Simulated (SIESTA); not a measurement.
Crystal: Nb.

```
CELL_PARAMETERS angstrom
-1.66395 1.66395 1.66395
1.66395 -1.66395 1.66395
1.66395 1.66395 -1.66395
ATOMIC_POSITIONS crystal
Nb 0.00000 0.00000 0.00000
```

Base run:

```yaml
Program: SIESTA 5.4.2
Functional: PBEsol
Potentials_or_basis: PseudoDojo 0.4 standard (PBEsol files)
Basis: DZP (energy shift 0.003 Ry; two zetas on semicore shells)
Grid_cutoff: 800 Ry
Energy_shift: 0.003 Ry
k_mesh: 11 × 11 × 11
Occupations: fermi-dirac, width 0.05 eV
Spin: no spin polarisation
```

Its results: band gap on the k mesh none (metal or under the smearing width); pressure -6.4 GPa.

Q: The run is repeated on the same cell with these changes: basis from DZP (energy shift 0.003 Ry; two zetas on semicore shells) to SZP (energy shift 0.003 Ry). What comes out?

A: Band gap on the k mesh none (metal or under the smearing width); pressure -5.2 GPa.

Caveats: the basis of atomic orbitals isn't converged, which shifts pressures, moduli and gaps.
